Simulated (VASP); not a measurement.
Runs of VASP 6.6.1 on P. The structure is trigonal, space group R-3m (No. 166). Conventional cell: a = 3.451 Å, b = 3.451 Å, c = 9.389 Å, α = 90.00°, β = 90.00°, γ = 120.00°. P (site symmetry 3m) has 3 P at 2.29 Å as nearest neighbours. This isn't the form of P at room conditions, which is orthorhombic.

```tsv
task	level	potentials or basis	spin	cell	k mesh	smearing	mesh quality	gap on the mesh (eV)	pressure (GPa)	moment (μB)	largest force (eV/Å)
single point	LDA	VASP PAW LDA potentials, release 64 (P)	collinear, typed start	as given	9 × 9 × 9	fermi-dirac 0.01 eV	not flagged	none	-3.2	0.00	(b)
single point	PBE	VASP PAW PBE potentials, release 64 (P)	off	as given	9 × 9 × 9	tetrahedron	not flagged	none	1.9	-	0.17
single point	PBE	VASP PAW PBE potentials, release 64 (P)	off	as given	5 × 5 × 5	fermi-dirac 0.03 eV	coarse	none	1.9	-	0.05
single point	PBE	VASP PAW PBE potentials, release 64 (P)	off	volume scaled by 1.04	9 × 9 × 9	fermi-dirac 0.05 eV	not flagged	none	-1.8	-	(c)
single point	revPBE	VASP PAW PBE potentials, release 64 (P)	collinear, typed start	cell strained at random at fixed volume	6 × 6 × 6	gaussian 0.05 eV	coarse	none	2.4	0.00	(a)
single point	PBE	VASP PAW PBE potentials, release 64 (P)	off	volume scaled by 1.02	9 × 9 × 9	fermi-dirac 0.05 eV	not flagged	none	-0.2	-	0.05
```

Alike in all rows: cutoff (eV) 520.

Task: Estimate the missing entries.

Result: (a) 0.21; (b) 0.13; (c) 0.08.

Caveats: some runs use coarse meshes; tetrahedron occupations give inexact forces and stress in metals (some runs); the PAW data sets were made with another functional, which shifts forces and pressure a little (some runs).

A gap of «none» marks a metal or a gap under the smearing width.
